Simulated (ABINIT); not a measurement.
Set up this calculation in ABINIT 10.8.3 (patched build), as the native input.

* Task: single point
* Functional: PBE
* Potentials or basis: JTH PAW PBE v2.0
* Cutoff: 626 eV
* k mesh: 7 × 7 × 7
* Occupations: fermi-dirac, width 0.05 eV
* Spin: no spin polarisation
* Fine-grid cutoff: 1224.51 eV

Crystal: BaTiO3.

```xyz
5
Lattice="4.0073 0.0000 0.0000 0.0000 4.0073 0.0000 0.0000 0.0000 4.0073" Properties=species:S:1:pos:R:3 pbc="T T T"
Ba    2.0398    1.8245    2.0304
Ti    3.7818    0.2804    3.8242
O     2.0859    0.0274    0.2221
O     0.0507    1.9715    0.2113
O     0.0563    3.9108    1.7266
```

One way to write it, as run:

run.abi

```
pp_dirpath "./"
pseudos "Ba.GGA_PBE-JTH.xml, Ti.GGA_PBE-JTH.xml, O.GGA_PBE-JTH.xml"

acell 3*1.0
rprim
     7.5726994992     0.0000000000     0.0000000000
     0.0000000000     7.5726994992     0.0000000000
     0.0000000000     0.0000000000     7.5726994992
ntypat 3
znucl 56 22 8
natom 5
typat 1 2 3 3 3
xred
     0.5090294500     0.4552911200     0.5066787400
     0.9437351000     0.0699797700     0.9543125000
     0.5205349200     0.0068319800     0.0554319400
     0.0126470200     0.4919678200     0.0527235900
     0.0140535100     0.9759293100     0.4308532400
chkprim 0
chksymtnons 0
tolsym 1.0e-6

ecut 23.0
pawecutdg 45.0
pawxcdev 0
pawovlp 30

kptopt 1
ngkpt 7 7 7
nshiftk 1
shiftk 0.0 0.0 0.0

ixc 11

nband 24
occopt 3
tsmear 0.00183747

nstep 100
tolvrs 1.0e-9

iomode 3
prtwf 0
prtden 0
prteig 0
prtebands 0
enunit 1
```

Potentials or basis: JTH PAW PBE v2.0.

Run with:

```console
$ mpirun --bind-to none -np 4 abinit run.abi > log 2>&1
```

It gave:

- Pressure: 13.5 GPa
- Largest force: 4.440 eV/Å
- Band gap on the k mesh: 2.78 eV, indirect (least direct gap 2.95 eV)

Caveat: this set's barium file shifts pressures by 1.5 GPa and gaps by 0.1 eV against other sets; spin-orbit coupling is left out, which moves the levels of the heavy elements; an odd mesh through Γ misses points on the zone boundary, where band edges often lie; forces of over 1 eV/Å show positions far from the minimum, so gaps and moduli don't describe the material at rest; the atomic spheres overlap.

Run time: 100 s on 4 MPI ranks on Arm Neoverse V2, on a shared host, peak memory 0.68 GiB a rank.
